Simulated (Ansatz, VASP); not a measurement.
# Ir: VASP beside Ansatz

```
Ir
1.0
    12.23846    0.00000    0.00000
     0.00000    2.23343    0.00000
     0.00000    0.00000    7.19300
Ir
2
Direct
  0.25000 0.00000 0.16399
  0.75000 0.00000 0.83601
```

This isn't the form of Ir at room conditions, which is fcc.

Alike in both runs: task single point; functional PBEsol; k mesh 2 × 10 × 3; occupations fermi-dirac, width 0.1 eV; no spin polarisation.

```csv
,VASP,Ansatz
version,VASP 6.6.1,Ansatz 0.2.0
potentials or method,"VASP PAW PBE potentials, release 64 (Ir)","plane waves, PAW"
plane-wave cutoff (eV),520,420
valence electrons in the cell,18,34
```

|  | VASP | Ansatz | Ansatz less VASP |
| --- | --- | --- | --- |
| pressure (GPa) | 0.9 | 0.8 | -0.10 |
| largest component of the traceless stress (GPa) | 1.84 | 1.60 | -0.234 |

The two sets of potentials don't hold the same shells in valence.

Caveats: the PAW data sets were made with another functional, which shifts forces and pressure a little (VASP). Spin-orbit coupling is left out, which matters for the levels of Ir.
